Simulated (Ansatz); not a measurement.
## The polar optical mode of CaO at 6 GPa, worked through

The calculation used DFT PBEsol, scalar-relativistic, plane waves, PAW (Ansatz 0.2.0). Settings: 420 eV plane-wave cutoff, Γ-centred 8×8×8 mesh, fixed occupations. No spin polarisation. Phonons by linear response, acoustic sum rule imposed.

The cell, relaxed at 6 GPa:
```cif
data_structure
_symmetry_space_group_name_H-M 'P 1'
_symmetry_Int_Tables_number 1
_cell_length_a 3.3186
_cell_length_b 3.3186
_cell_length_c 3.3186
_cell_angle_alpha 60.000
_cell_angle_beta 60.000
_cell_angle_gamma 60.000
_cell_volume 25.84
loop_
_atom_site_label
_atom_site_type_symbol
_atom_site_fract_x
_atom_site_fract_y
_atom_site_fract_z
_atom_site_occupancy
Ca1 Ca 0.00000 0.00000 0.00000 1
O1 O 0.50000 0.50000 0.50000 1
```

Linear response gives ν_TO = 306.7 cm⁻¹, Born charges ±2.378 e (positive on Ca) and ε∞ = 3.884. The primitive cell holds 25.844 Å³, and the masses are 40.078 and 15.999 amu.

Question: Find ν_LO and the static dielectric constant.

Answer: The long-wave field adds a restoring force: ω_LO² − ω_TO² = Z*²e²/(ε_vac ε∞ μV). In these units ν_LO² − ν_TO² = 4.92064×10⁷ Z*²/(μ V ε∞) cm⁻², with μ = m₁m₂/(m₁ + m₂) = 11.434 amu: 242530 cm⁻². So ν_LO = √(306.7² + 242530) = 580.1 cm⁻¹, and the run gives 580.1. Lyddane–Sachs–Teller then gives ε0 = ε∞ (ν_LO/ν_TO)² = 13.90, against 13.90 in the run (it forms both from the same three quantities, so the match checks the arithmetic only). Between ν_TO and ν_LO the dielectric function is negative and an undamped crystal reflects fully: a reststrahlen band from 17.2 to 32.6 μm.

Question: What do the Clausius–Mossotti polarisability and the Szigeti charge come to?

Answer: With the Lorentz local field, α = (3V/4π)(ε∞ − 1)/(ε∞ + 2) = 3.02 Å³ for the pair, and e_S = 3Z*/(ε∞ + 2) = 1.21 e. The Born charge includes the electrons' response to the dipole's own local field, and e_S takes that enhancement out. The Lorentz field assumes point-like polarisable ions, a fair picture at this small ε∞.

Question: How strongly does a slow electron couple to the LO mode?

Answer: For one isotropic parabolic band, Fröhlich's constant is α_F = (1/ε∞ − 1/ε0) √(m* Ry/ħω_LO), with Ry = 13.606 eV, ħω_LO = 71.9 meV and m* in free-electron masses: α_F = 0.1855 × 13.75 × √m* = 2.55 √m*. The band mass isn't part of this run; for m* = 0.1, 0.3 and 1 it gives 0.81, 1.40, 2.55. In weak coupling the polaron lies α_F ħω_LO below the band edge (101 meV at m* = 0.3) with a mass m*(1 + α_F/6); past α_F of about 5 or 6 that expansion fails. A semilocal functional's ε∞ tends to be too large, which taken alone lowers α_F.